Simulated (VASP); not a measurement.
ZrC: equation of state with r2SCAN

The system is ZrC.

```xyz
2
Lattice="0.0000 2.3561 2.3561 2.3561 0.0000 2.3561 2.3561 2.3561 0.0000" Properties=species:S:1:pos:R:3 pbc="T T T"
Zr    2.3561    2.3561    2.3561
C     0.0000    0.0000    0.0000
```

- Program: VASP 6.6.1
- Task: equation of state
- Functional: r2SCAN
- Potentials or basis: VASP PAW PBE potentials, release 64 (Zr_sv, C)
- Cutoff: 520 eV
- k mesh: 8 × 8 × 8
- Occupations: fermi-dirac, width 0.05 eV
- Spin: no spin polarisation
- Ladder: gaps
- Further INCAR settings: ALGO = Normal; EDIFF = 1e-06

```yaml
Equilibrium_volume: 13.09 Å³/atom
Bulk_modulus: 230 GPa
Pressure_derivative_of_the_bulk_modulus: "4.0 (rough: it moves with the points fitted)"
```

Energy against volume, from the lowest point:
```csv
volume (Å³/atom),energy (meV/atom)
12.556,16.56
12.817,4.12
13.079,0.00
13.340,3.40
13.602,13.61
```

All runs of the series together: 3.7 min on 1 thread of Intel(R) Xeon(R) Platinum 8488C (Sapphire Rapids) (shared host).

Caveat: the PAW data sets were made with another functional, which shifts forces and pressure a little.
